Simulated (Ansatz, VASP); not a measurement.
## Al: VASP beside Ansatz

File INCAR:

```
SYSTEM = Al
PREC = Accurate
ENCUT = 520
EDIFF = 1E-7
ISMEAR = -1
SIGMA = 0.05
LREAL = .False.
LASPH = .True.
NELM = 100
ALGO = Normal
ISIF = 2
LWAVE = .False.
LCHARG = .False.
GGA = PS
NBANDS = 8
```

File KPOINTS:

```
regular mesh
0
Gamma
  14 14 14
  0 0 0
```

The input POSCAR:

```
Al
1.0
   -0.0202398000      2.0138601000      2.0138601000
    2.0138601000     -0.0202398000      2.0138601000
    2.0138601000      2.0138601000     -0.0202398000
Al
1
Direct
    0.0000000000      0.0000000000      0.0000000000
```

Input for Ansatz:

```yaml
crystal:
  lattice:
    - [-0.0202398, 2.0138601, 2.0138601]
    - [2.0138601, -0.0202398, 2.0138601]
    - [2.0138601, 2.0138601, -0.0202398]
  atoms:
    - { symbol: Al, position: [0.0, 0.0, 0.0] }
kpoints:
  mp_grid: { grid: [14, 14, 14] }
  band_path:
    path:
      - [0.0, 0.0, 0.0]
      - [0.5, 0.5, 0.5]
      - [0.2525443832, 0.5, 0.7474556168]
      - [-0.2525443832, 0.2525443832, 0.5]
      - [0.0, 0.0, 0.5]
      - [0.0, 0.0, 0.0]
      - [-0.3762721916, 0.0, 0.3762721916]
      - [0.0, 0.3762721916, 0.6237278084]
      - [0.0, 0.5, 0.5]
    npoints: 5
scf:
  occupations: { method: fermi_dirac, width: 0.05 }
hamiltonian:
  xc: pbesol
  pseudopotentials: { kind: all_electron, lapw: { basis_error: 0.001 } }
output:
  forces: true
  stress: true
  eigenvalues: true
```

Change from the starting cell: equal xy, yz and zx shear strains of -1 %.

Alike in both runs: task single point; functional PBEsol; k mesh 14 × 14 × 14; occupations fermi-dirac, width 0.05 eV; no spin polarisation.

|  | VASP | Ansatz |
| --- | --- | --- |
| version | VASP 6.6.1 | Ansatz 0.2.0 |
| potentials or method | VASP PAW PBE potentials, release 64 (Al) | all-electron LAPW, scalar-relativistic |
| plane-wave cutoff (eV) | 520 | see its input |

Ansatz gave:

| Quantity | Value |
| --- | --- |
| pressure (GPa) | -2.1 |

Q: What did VASP give for the same quantities?

A: Pressure (GPa): -2.0.

Ansatz ran all-electron here, so the differences hold the error of VASP's frozen core and of both bases.

Caveats: the PAW data sets were made with another functional, which shifts forces and pressure a little (VASP).
